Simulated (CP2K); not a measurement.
Runs of CP2K 2026.2 on Au. Symmetry: Im-3m, No. 229, cubic system. Conventional cell: a = 3.315 Å, b = 3.315 Å, c = 3.315 Å, α = 90.00°, β = 90.00°, γ = 90.00°. Au (site symmetry m-3m) is surrounded by 8 Au at 2.87 Å. This isn't the form of Au at room conditions, which is fcc.

```csv
level,cutoff of the non-local correlation (Ry),gap on the mesh (eV),pressure (GPa)
M06-L,-,none,-4.8
BLYP,-,none,14.3
vdW-DF2,300,none,(a)
PBEsol,-,none,-3.9
WC,-,none,-2.4
LDA,-,none,(b)
```

Alike in all rows: task atomic charges; potentials or basis POTENTIAL_UZH Au GTH-PBE-q11; TZVP-MOLOPT-PBE-GTH basis; no spin polarisation; cell as given; k mesh 11 × 11 × 11; smearing fermi-dirac 0.05 eV.

Q: Estimate the missing entries.

A: (a) 21.3; (b) -6.2.

Caveats: the potentials were made for another functional, which shifts forces and pressure; the basis of atomic orbitals isn't converged, which shifts pressures, moduli and gaps.

A k mesh can miss the band edges, and the runs leave out spin-orbit coupling on Au.

A gap of «none» marks a metal or a gap under the smearing width.

Runs at the PBE level aren't shown here.
